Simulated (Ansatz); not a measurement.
## Co in Ansatz: the effect of functional

The system is Co.

```
CELL_PARAMETERS angstrom
2.50307 0.00000 0.00000
-1.25154 2.16772 0.00000
0.00000 0.00000 8.19467
ATOMIC_POSITIONS crystal
Co 0.66667 0.33333 0.75000
Co 0.00000 0.00000 0.50000
Co 0.33333 0.66667 0.25000
Co 0.00000 0.00000 0.00000
```

The cell isn't the ideal one: volume scaled by 1.04.

Alike in all runs:

| Item | Value |
| --- | --- |
| Program | Ansatz 0.2.0 |
| Task | single point |
| Potentials or basis | Ansatz PAW |
| k mesh | 12 × 12 × 4 |
| Occupations | fermi-dirac, width 0.05 eV |
| Spin | collinear spin, ferromagnetic start |
| Starting moments | [2.0, 2.0, 2.0, 2.0] μB |

```tsv
functional	cutoff	pressure (GPa)	moment (μB)
LDA	420 eV (not typed: the program's choice for these potentials)	-21.2	6.57
r2SCAN	500 eV (not typed: the program's choice for these potentials)	?	?
PBE	420 eV (not typed: the program's choice for these potentials)	-3.6	6.74
```

Task: What does the run with functional r2SCAN give?

Result: Pressure -8.6 GPa; moment 7.10 μB.

Caveats: the PAW data sets come from PBE, with cores solved anew for the run's functional, which leaves a small shift of forces and pressure (some runs); the magnetic or orbital state may not be the lowest (some runs).
